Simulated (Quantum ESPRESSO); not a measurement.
## Li: phonons at points of the zone under several settings

```xyz
1
Lattice="-1.7547 1.7547 1.7547 1.7547 -1.7547 1.7547 1.7547 1.7547 -1.7547" Properties=species:S:1:pos:R:3 pbc="T T T"
Li    0.0000    0.0000    0.0000
```

All runs used Quantum ESPRESSO 7.5; potentials GBRV 1.5 PBEsol; k mesh 11 × 11 × 11; relaxed cell; no spin polarisation; cutoff 612 eV; occupations cold, width 0.2 eV.

```csv
level,point,frequencies (cm⁻¹)
PBEsol,"H (0.500, -0.500, 0.500)",355 355 355
PBEsol,"N (0.000, 0.000, 0.500)",?
PBEsol,"P (0.250, 0.250, 0.250)",266 266 266
```

**Question.** What stands in the row left open?

**Answer.** Frequencies 30i 209 339 cm⁻¹.

Values marked i are imaginary: the cell is unstable against those modes at that level, or the meshes are too thin.

Caveats: the q point doesn't lie on the k mesh, which can shift a metal's frequencies strongly unless the mesh is converged; some modes are imaginary (some runs).

For the row left open. Caveat: some modes are imaginary; the q point doesn't lie on the k mesh, which can shift a metal's frequencies strongly unless the mesh is converged.
